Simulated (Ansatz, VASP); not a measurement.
# Cross-check of SiC (4H-SiC) between VASP and Ansatz, part 2 of 2

Wanted: the spread between two codes on one cell, functional and k mesh. The cell is taken from a series of runs on this material, whose earlier steps may have relaxed, scaled, displaced or heated it; both programs get it as it stands.

VASP 6.6.1 and Ansatz 0.2.0.

So far: The starting structure; Ansatz: relaxation of cell and atoms, PBEsol.

### Step 3. VASP: relaxation of cell and atoms, PBEsol

Level of this step: PBEsol; plane waves and PAW (Si, C) (VASP).

The same cell, functional, mesh and smearing now go to VASP, with its own data sets.

Lines of VASP's logs that name or quote its potential files are left out, and so is its time.

Input file INCAR:

```
SYSTEM = SiC
PREC = Accurate
ENCUT = 600
EDIFF = 1E-07
NELM = 120
ISMEAR = -1
SIGMA = 0.02
LREAL = .FALSE.
ALGO = Normal
GGA = PS
NBANDS = 24
LORBIT = 11
LWAVE = .FALSE.
LCHARG = .FALSE.
ISIF = 3
IBRION = 2
NSW = 80
EDIFFG = -0.005
LASPH = .TRUE.
GGA_COMPAT = .FALSE.
NELMIN = 4
EFERMI = MIDGAP
KPAR = 2
```

Input file POSCAR:

```
SiC
1.0
    3.0730000000      0.0000000000      0.0000000000
   -1.5365000000      2.6612960000      0.0000000000
    0.0000000000      0.0000000000     10.0530000000
Si C
4 4
Direct
    0.0000000000      0.0000000000      0.0000000000
    0.0000000000      0.0000000000      0.5000000000
    0.3333332707      0.6666665414      0.2500000000
    0.6666667293      0.3333334586      0.7500000000
    0.0000000000      0.0000000000      0.1875000497
    0.0000000000      0.0000000000      0.6875000497
    0.3333332707      0.6666665414      0.4375000497
    0.6666667293      0.3333334586      0.9375000497
```

Input file KPOINTS:

```
Automatic mesh
0
Gamma
12 12 4
0 0 0
```

PAW data sets: Si and C (PBE family, release 64).

Run with:

```console
$ mpirun -np 2 vasp_std
```

Numbers of over 12 decimals in the logs are rounded to 6 here.

Log:

```text
[banner, memory and clock lines left out]
running    2 mpi-ranks, on    1 nodes
 distrk:  each k-point on    1 cores,    2 groups
 distr:  one band on    1 cores,    1 groups

 POSCAR found type information on POSCAR SiC
 POSCAR found :  2 types and       8 ions
|                                                                             |
|               ----> ADVICE to this user running VASP <----                  |
|                                                                             |
|     You enforced a specific xc type in the INCAR file but a different       |
|     [... a line on the potential file left out ...]
|     I HOPE YOU KNOW WHAT YOU ARE DOING!                                     |
|                                                                             |

 LDA part: xc-table for (Slater+PW92), standard interpolation
 POSCAR, INCAR and KPOINTS ok, starting setup
 FFT: planning ... GRIDC
 FFT: planning ... GRID_SOFT
 FFT: planning ... GRID
 WAVECAR not read
 entering main loop
       N       E                     dE             d eps       ncg     rms          rms(c)
DAV:   1     0.875751452969E+02    0.87575E+02   -0.15924E+04  2736   0.133E+03
DAV:   2    -0.631153083870E+02   -0.15069E+03   -0.14082E+03  3712   0.218E+02
DAV:   3    -0.708260807443E+02   -0.77108E+01   -0.76590E+01  3640   0.471E+01
DAV:   4    -0.709304837273E+02   -0.10440E+00   -0.10430E+00  3568   0.634E+00
DAV:   5    -0.709324899018E+02   -0.20062E-02   -0.20056E-02  3616   0.837E-01    0.176E+01
DAV:   6    -0.639765976296E+02    0.69559E+01   -0.19852E+01  3504   0.200E+01    0.804E+00
DAV:   7    -0.637297185401E+02    0.24688E+00   -0.19705E+00  3744   0.653E+00    0.329E+00
DAV:   8    -0.636781976084E+02    0.51521E-01   -0.12454E-01  3392   0.174E+00    0.905E-01
DAV:   9    -0.636720820094E+02    0.61156E-02   -0.15410E-02  3568   0.663E-01    0.155E-01
DAV:  10    -0.636722957807E+02   -0.21377E-03   -0.90610E-04  3536   0.166E-01    0.717E-02
DAV:  11    -0.636723086239E+02   -0.12843E-04   -0.66849E-05  3568   0.555E-02    0.126E-02
DAV:  12    -0.636723087668E+02   -0.14290E-06   -0.43478E-06  3536   0.110E-02    0.503E-03
DAV:  13    -0.636723092015E+02   -0.43464E-06   -0.60459E-07  3600   0.368E-03    0.260E-03
DAV:  14    -0.636723091562E+02    0.45243E-07   -0.38018E-08  2472   0.115E-03
   1 F= -.63672309E+02 E0= -.63672309E+02  d E =-.636723E+02
[...]
2 F= -.63672166E+02 E0= -.63672166E+02  d E =0.142855E-03
[...]
3 F= -.63675680E+02 E0= -.63675680E+02  d E =-.337069E-02
[...]
4 F= -.63675726E+02 E0= -.63675726E+02  d E =-.459859E-04
[...]
5 F= -.63675739E+02 E0= -.63675739E+02  d E =-.587900E-04
 curvature:  -0.31 expect dE=-0.238E-05 dE for cont linesearch -0.819E-10
 trial: gam= 0.04087 g(F)=  0.585E-05 g(S)=  0.188E-05 ort = 0.227E-06 (trialstep = 0.841E+00)
 search vector abs. value=  0.807E-05
 bond charge predicted
       N       E                     dE             d eps       ncg     rms          rms(c)
DAV:   1    -0.636757403974E+02   -0.17432E-05   -0.42734E-04  3056   0.129E-01    0.802E-03
DAV:   2    -0.636757400974E+02    0.29994E-06   -0.89408E-06  3552   0.173E-02    0.404E-03
DAV:   3    -0.636757397860E+02    0.31146E-06   -0.71990E-07  3464   0.548E-03    0.141E-03
DAV:   4    -0.636757398061E+02   -0.20144E-07   -0.22738E-07  2704   0.262E-03
   6 F= -.63675740E+02 E0= -.63675740E+02  d E =-.116743E-05
 trial-energy change:   -0.000001  1 .order   -0.000001   -0.000007    0.000005
 step:   0.4924(harm=  0.4924)  dis= 0.00016  next Energy=   -63.675741 (dE=-0.191E-05)
 reached required accuracy - stopping structural energy minimisation
```

OUTCAR, selected parts (step 3):

```text
ion  position               nearest neighbor table
   1  0.000  0.000  0.000-   8 1.88   8 1.88   8 1.88   5 1.88   4 3.08   3 3.08   4 3.08   3 3.08
                             4 3.08   3 3.08
   2  0.000  0.000  0.500-   7 1.88   7 1.88   7 1.88   6 1.88   4 3.08   3 3.08   3 3.08   4 3.08
                             4 3.08   3 3.08
   3  0.333  0.667  0.250-   5 1.88   5 1.88   5 1.88   7 1.88   2 3.08   1 3.08   1 3.08   2 3.08
                             2 3.08   1 3.08
   4  0.667  0.333  0.750-   6 1.88   6 1.88   6 1.88   8 1.88   1 3.08   2 3.08   2 3.08   1 3.08
                             2 3.08   1 3.08
   5  0.000  0.000  0.188-   3 1.88   3 1.88   3 1.88   1 1.88
   6  0.000  0.000  0.688-   4 1.88   4 1.88   4 1.88   2 1.88
   7  0.333  0.667  0.438-   2 1.88   2 1.88   2 1.88   3 1.88
   8  0.667  0.333  0.938-   1 1.88   1 1.88   1 1.88   4 1.88

  LATTYP: Found a hexagonal cell.
 ALAT       =     3.0730000000
 C/A-ratio  =     3.2713960299

 Subroutine GETGRP returns: Found 12 space group operations
 (whereof  6 operations were pure point group operations)

The static configuration has the point symmetry C_3v.
 The point group associated with its full space group is C_6v.

 Found     57 irreducible k-points:

   k-points           NKPTS =     57   k-points in BZ     NKDIM =     57   number of bands    NBANDS=     24

   dimension x,y,z NGX =    28 NGY =   28 NGZ =   80
   dimension x,y,z NGXF=    56 NGYF=   56 NGZF=  160

   ENCUT  =  600.0 eV  44.10 Ry    6.64 a.u.   6.14  6.14 20.08*2*pi/ulx,y,z

   NELECT =      32.0000    total number of electrons

 k-points in reciprocal lattice and weights: Automatic mesh
   0.00000000  0.00000000  0.00000000       0.002
   0.08333333  0.00000000  0.00000000       0.010
   0.16666667  0.00000000  0.00000000       0.010
   0.25000000  0.00000000  0.00000000       0.010
   0.33333333  0.00000000  0.00000000       0.010
   0.41666667 -0.00000000  0.00000000       0.010
   0.50000000  0.00000000  0.00000000       0.005
   0.08333333  0.08333333  0.00000000       0.010
   0.16666667  0.08333333  0.00000000       0.021
[...]
0.33333333  0.25000000  0.50000000       0.021
   0.33333333  0.33333333  0.50000000       0.003

 average (electrostatic) potential at core
       1 -80.0957       2 -80.0957       3 -80.1396       4 -80.1396       5 -44.9867
       6 -44.9867       7 -44.9265       8 -44.9265

 E-fermi :   9.1794

 k-point     1 :       0.0000    0.0000    0.0000
  band No.  band energies     occupation
    ...
     12       7.5386      2.00000
     13       7.5386      2.00000
     14       8.0729      2.00000
     15       8.1245      2.00000
     16       8.1245      2.00000
     17      13.1506      0.00000
     18      13.7290      0.00000
     19      14.3617      0.00000
     20      14.3679      0.00000
     21      15.0277      0.00000
    ...

 k-point     2 :       0.0833    0.0000    0.0000
  band No.  band energies     occupation
    ...
     12       7.2581      2.00000
     13       7.3634      2.00000
     14       7.6694      2.00000
     15       7.9916      2.00000
     16       8.0743      2.00000
     17      13.4852      0.00000
     18      14.0288      0.00000
     19      14.2494      0.00000
     20      14.5635      0.00000
     21      14.9020      0.00000
    ...

 k-point     3 :       0.1667    0.0000    0.0000
  band No.  band energies     occupation
    ...
     12       6.5920      2.00000
     13       6.8920      2.00000
     14       6.9524      2.00000
     15       7.7370      2.00000
     16       7.8787      2.00000
     17      12.7960      0.00000
     18      13.4896      0.00000
     19      13.7659      0.00000
     20      14.8532      0.00000
     21      15.2086      0.00000
    ...

  Total        0.0120841      0.0120841     -0.0048805      0.0000000      0.0000000      0.0000000
  in kB        0.2339617      0.2339617     -0.0944921      0.0000000      0.0000000      0.0000000
  external PRESSURE =       0.1244771 kB  Pullay stress =       0.0000000 kB

  energy-cutoff  :      600.00
  volume of cell :       82.75
      direct lattice vectors                 reciprocal lattice vectors
     3.078962752  0.000000000  0.000000000     0.324784702  0.187514540  0.000000000
    -1.539481376  2.666459895  0.000000000     0.000000000  0.375029080  0.000000000
     0.000000000  0.000000000 10.079555873     0.000000000  0.000000000  0.099210720

 POSITION                                       TOTAL-FORCE (eV/Angst)
 -----------------------------------------------------------------------------------
      0.00000      0.00000     10.07794         0.000000     -0.000000      0.001977
      0.00000      0.00000      5.03816        -0.000000     -0.000000      0.001977
      0.00000      1.77764      2.51896        -0.000000      0.000000      0.002101
      1.53948      0.88882      7.55874         0.000000     -0.000000      0.002101
     -0.00000      0.00000      1.88790         0.000000     -0.000000     -0.000128
      1.53948      2.66646      6.92767         0.000000     -0.000000     -0.000128
      0.00000      1.77764      4.41437         0.000000     -0.000000     -0.003951
      1.53948      0.88882      9.45415        -0.000000     -0.000000     -0.003951
 -----------------------------------------------------------------------------------
    total drift:                               -0.000000     -0.000000     -0.000122

  FREE ENERGIE OF THE ION-ELECTRON SYSTEM (eV)
  ---------------------------------------------------
  free  energy   TOTEN  =       -63.6757398061 eV

  energy  without entropy=      -63.6757398061  energy(sigma->0) =      -63.67573981

 reached required accuracy - stopping structural energy minimisation

 total charge
# of ion       s       p       d       tot
------------------------------------------
    1        0.709   0.970   0.000   1.679
    2        0.709   0.970   0.000   1.679
    3        0.708   0.972   0.000   1.680
    4        0.708   0.972   0.000   1.680
    5        0.831   1.699   0.000   2.531
    6        0.831   1.699   0.000   2.531
    7        0.832   1.701   0.000   2.533
    8        0.832   1.701   0.000   2.533
--------------------------------------------------
tot          6.161  10.685   0.000  16.846

[... 3 further parts left out ...]
```

CONTCAR:

```
SiC
   1.00000000000000
     3.0789627522849150    0.0000000000000000    0.0000000000000000
    -1.5394813761424575    2.6664598945719971    0.0000000000000000
     0.0000000000000000    0.0000000000000000   10.0795558733234056
  Si              C
     4     4
Direct
     0.0000000000000000    0.0000000000000000    0.9998399479902929
     0.0000000000000000    0.0000000000000000    0.4998399479902928
     0.3333332707000025    0.6666665413999979    0.2499076177622030
     0.6666667292999975    0.3333334586000021    0.7499076177622029
     0.0000000000000000    0.0000000000000000    0.1872994810977051
     1.0000000000000000    1.0000000000000000    0.6872994810977050
     0.3333332707000025    0.6666665413999979    0.4379530525497967
     0.6666667292999975    0.3333334586000021    0.9379530525497967
```

The run keeps the 12 symmetry operations of its start, so it cannot find a distortion of lower symmetry.

### Step 4. Differences

Known differences besides the potentials themselves: the cutoff is 420 eV in Ansatz and 600 eV in VASP; Ansatz makes its cores anew for this functional, VASP keeps those of its PBE data sets; Ansatz adds a Pulay correction to the stress that steers its cell, VASP none. Total energies have different zeros and are not compared.

Both answers:

| quantity | Ansatz | VASP | difference |
| --- | --- | --- | --- |
| volume (Å³) | 82.67 | 82.75 | -0.10 % |
| edge a after relaxation, in the typed setting (Å) | 3.078 | 3.079 | -0.04 % |
| edge c after relaxation, in the typed setting (Å) | 10.076 | 10.080 | -0.04 % |

### Step 5. Results

```yaml
difference_in_volume_relaxation_of_cell_and_atoms_pbesol: -0.10 %
```

In words: The difference in volume is -0.10 % (relaxation of cell and atoms, PBEsol), within the 1.2 % picked in this series as the mark of a large difference, as far as the stopping tolerances let one tell. 1 further run of this series is not shown here. How closely two codes agree says nothing of how well the functional describes the real material.

[Lines on the potential files, build, host, timing and source positions are cut from VASP's logs without a mark.]

[Logs are printed without paths, hosts, clocks, repeated set-up lines and the standing remarks that a program may print on its own settings, such as how far it seeks lower states.]

[Hosts, paths, dates, database ids (printed as entryN), source tags and the programs' standing remarks are cut or masked in the printed files.]
